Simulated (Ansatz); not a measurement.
W, DFT, PBE, PAW with Ansatz's default frozen-core files, scalar-relativistic (Ansatz 0.2.0), run on 1 thread of Arm Neoverse V2 on a shared host.

The geometry is COD entry 1534935, unchecked; take it as a test cell.

Command: `ansatz run input.yaml --threads 1 --pin off --max-ram 2048MiB --backend cpu --events-out ev --progress --plain --runs-dir out`

```yaml
crystal:
  lattice:
    - [0.0, 2.03, 2.03]
    - [2.03, 0.0, 2.03]
    - [2.03, 2.03, 0.0]
  atoms:
    - { symbol: W, position: [0.0, 0.0, 0.0] }
kpoints:
  mp_grid: { grid: [14, 14, 14] }
  band_path:
    path:
      - [0.0, 0.0, 0.0]
      - [0.5, 0.0, 0.5]
      - [0.625, 0.25, 0.625]
      - [0.375, 0.375, 0.75]
      - [0.0, 0.0, 0.0]
      - [0.5, 0.5, 0.5]
      - [0.5, 0.25, 0.75]
      - [0.5, 0.0, 0.5]
    npoints: 14
scf:
  occupations: { method: fermi_dirac, width: 0.05 }
hamiltonian:
  xc: pbe
  pseudopotentials: { kind: paw }
output:
  forces: true
  stress: true
  eigenvalues: true
  efg: { contact_densities: true }
  populations: true
  bader: true
  dos: { projected: true, de: 0.2, e_range: [-14, 8] }
  write_density: true
  write_potential: true
  elf: true
  volumetric_format: npy
```

Question: How large is the problem that the program sets up?

Answer: 104 irreducible k-points, 331 plane waves at Γ, 11 bands.

Question: Estimate the wall time and the peak memory.

Answer: 5.7 s of wall time for 6 SCF iterations, with a peak of 0.34 GiB. Times on shared machines scatter by tens of per cent.

Question: And the same cell and mesh by full-potential LAPW, asked for forces, stress, eigenvalues, fatbands, populations, dos and the same band path, on the same hardware?

Answer: 25 s, peak memory 0.37 GiB.

Question: And the same cell and mesh by all-electron PAW (datasets made for this crystal), asked for forces, stress, eigenvalues, efg and the same band path, on the same hardware?

Answer: 9.4 s, peak memory 0.37 GiB.
